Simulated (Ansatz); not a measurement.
Input and command of a calculation in Ansatz (plane waves; scalar-relativistic PAW potentials unless the input names others):

```yaml
crystal:
  lattice:
    - [0.0, 2.1741493606, 2.1741493606]
    - [2.1741493606, 0.0, 2.1741493606]
    - [2.1741493606, 2.1741493606, 0.0]
  atoms:
    - { symbol: Al, position: [0.0, 0.0, 0.0] }
    - { symbol: "N", position: [0.75, 0.75, 0.75] }
basis:
  ecutwfc: 420
kpoints:
  mp_grid: { grid: [10, 10, 10] }
hamiltonian:
  xc: pbesol
scf:
  occupations: { method: fixed }
  mixing: { algorithm: anderson, beta: 1.0, ndim: 1, preconditioner: none }
  max_iter: 100
output:
  forces: true
  eigenvalues: true
  stress: true
```

```bash
ansatz run input.yaml --threads 1 --pin off --max-ram 3072MiB --backend cpu --events-out ev --progress --plain --runs-dir out
```

Abridged log:
```
Pseudopotentials: kind: paw
Pseudopotential: Al, paw, valence charge 3, recommended cutoff 420 eV (normal)
Pseudopotential: N, paw, valence charge 5, recommended cutoff 420 eV (normal)
Functional definition: PBEsol
Crystal: 2 atoms, lattice volume = 20.554 Å³
Basis set: ecut = 420 eV, 411 PW (Γ), exchange–correlation on 48×48×48 points (8 copies of the dense FFT grid, shifted against one another)
Bands: 8, of which v1, the nominal top of the filled ones, is band 4 counted from 1 (3 counted from 0)
Symmetry: 24 space group operations
Space group: F-43m (ITA 216), of the structure as read, at distance tolerance 2.7e-5 Å
k-points: 47 of 1000 (time reversal used)
Initial density: superposition of atomic densities (neutral atoms: chi_scale 0, normalization atom), corrected by the library's trained network
Initial wavefunctions: pseudopotential atomic-orbital guess
Functional: x = pbesol(κ = 0.804, μ = 0.12345679), c = pbesol(β = 0.046)
SCF iter   1: F=—  HF=-905.914551 eV  |F-HF|=—  |Δ(HF+E_count)|=         —  Δρ=1.00e-2  dr2=2.18e-2  ethr=1.77e-3  ⟨swp⟩=4.7  Hψ=2496  notcnv=0  defer=13
SCF iter   2: F=—  HF=-905.927289 eV  |F-HF|=—  |Δ(HF+E_count)|=   1.27e-2  Δρ=1.80e-2  dr2=6.24e-2  ethr=2.73e-4  ⟨swp⟩=2.0  Hψ=1029  notcnv=0  defer=92
SCF iter   3: F=—  HF=-905.966038 eV  |F-HF|=—  |Δ(HF+E_count)|=   3.87e-2  Δρ=3.15e-2  dr2=1.90e-1  ethr=2.73e-4  ⟨swp⟩=3.0  Hψ=728  notcnv=0  defer=91
SCF iter   4: F=—  HF=-906.085571 eV  |F-HF|=—  |Δ(HF+E_count)|=   1.20e-1  Δρ=5.51e-2  dr2=5.78e-1  ethr=2.73e-4  ⟨swp⟩=3.4  Hψ=1057  notcnv=0  defer=90
SCF iter   5: F=—  HF=-906.443456 eV  |F-HF|=—  |Δ(HF+E_count)|=   3.58e-1  Δρ=9.51e-2  dr2=1.74e0  ethr=2.73e-4  ⟨swp⟩=3.8  Hψ=1204  notcnv=0  defer=92
SCF iter   6: F=—  HF=-907.515433 eV  |F-HF|=—  |Δ(HF+E_count)|=    1.07e0  Δρ=1.67e-1  dr2=5.25e0  ethr=2.73e-4  ⟨swp⟩=4.4  Hψ=1409  notcnv=0  defer=92
SCF iter   7: F=—  HF=-910.714145 eV  |F-HF|=—  |Δ(HF+E_count)|=    3.20e0  Δρ=2.79e-1  dr2=1.51e1  ethr=2.73e-4  ⟨swp⟩=4.4  Hψ=1649  notcnv=0  defer=86
SCF iter   8: F=—  HF=-919.266214 eV  |F-HF|=—  |Δ(HF+E_count)|=    8.55e0  Δρ=4.78e-1  dr2=4.18e1  ethr=2.73e-4  ⟨swp⟩=5.0  Hψ=1847  notcnv=0  defer=82
   ...
SCF iter  93: F=—  HF=-1084.495075 eV  |F-HF|=—  |Δ(HF+E_count)|=    2.02e1  Δρ=1.39e0  dr2=3.61e2  ethr=2.73e-4  ⟨swp⟩=4.2  Hψ=1510  notcnv=0  defer=74
SCF iter  94: F=—  HF=-1064.333860 eV  |F-HF|=—  |Δ(HF+E_count)|=    2.02e1  Δρ=1.39e0  dr2=3.61e2  ethr=2.73e-4  ⟨swp⟩=5.2  Hψ=1650  notcnv=0  defer=79
SCF iter  95: F=—  HF=-1084.494866 eV  |F-HF|=—  |Δ(HF+E_count)|=    2.02e1  Δρ=1.39e0  dr2=3.61e2  ethr=2.73e-4  ⟨swp⟩=4.0  Hψ=1507  notcnv=0  defer=75
SCF iter  96: F=—  HF=-1064.333781 eV  |F-HF|=—  |Δ(HF+E_count)|=    2.02e1  Δρ=1.39e0  dr2=3.61e2  ethr=2.73e-4  ⟨swp⟩=5.2  Hψ=1671  notcnv=0  defer=79
SCF iter  97: F=—  HF=-1084.494956 eV  |F-HF|=—  |Δ(HF+E_count)|=    2.02e1  Δρ=1.39e0  dr2=3.61e2  ethr=2.73e-4  ⟨swp⟩=4.1  Hψ=1531  notcnv=0  defer=74
SCF iter  98: F=—  HF=-1064.333506 eV  |F-HF|=—  |Δ(HF+E_count)|=    2.02e1  Δρ=1.39e0  dr2=3.61e2  ethr=2.73e-4  ⟨swp⟩=7.0  Hψ=5885  notcnv=0
SCF iter  99: F=—  HF=-1084.494044 eV  |F-HF|=—  |Δ(HF+E_count)|=    2.02e1  Δρ=1.39e0  dr2=3.61e2  ethr=2.73e-4  ⟨swp⟩=6.7  Hψ=7130  notcnv=0
SCF iter 100: F=—  HF=-1064.346374 eV  |F-HF|=—  |Δ(HF+E_count)|=    2.01e1  Δρ=1.39e0  dr2=3.61e2  ethr=2.73e-4  ⟨swp⟩=8.0  Hψ=7988  notcnv=0
Error: did not converge after 100 iterations: dr2 = 3.61e2 (threshold 1.00e-7), under the density mixer `anderson`; at k-index 0, counted from 0 in this SCF's own list of k-points, the highest band that the last eigensolve's fill by count filled, -23.366442 eV, and the lowest that it left empty, 7.698603 eV, lay 3.107e1 eV apart, the closest at any k-point: where those lie closer than the levels still move from one iteration to the next, and no symmetry of the run holds them equal, such a fill need not settle, and opposed starting moments at zero total moment, or else a narrow smearing, may se ...
```

Q: What should be changed?

A: The fault is mixing far too strong (scf.mixing: not typed → {"algorithm": "anderson", "beta": 1.0, "ndim": 1, "preconditioner": "none"}, the first being the value of the sound run). Setting it back cures it. The run stopped without converging. A reference run from the same start on usual settings converged with pressure 4.21 GPa, largest force 0.000 eV/Å, gap on the mesh 3.20 eV.

The run took 4.8 s on 1 thread of AMD EPYC 9R45 96-Core Processor (Zen 5) (shared host), peak memory 0.28 GiB.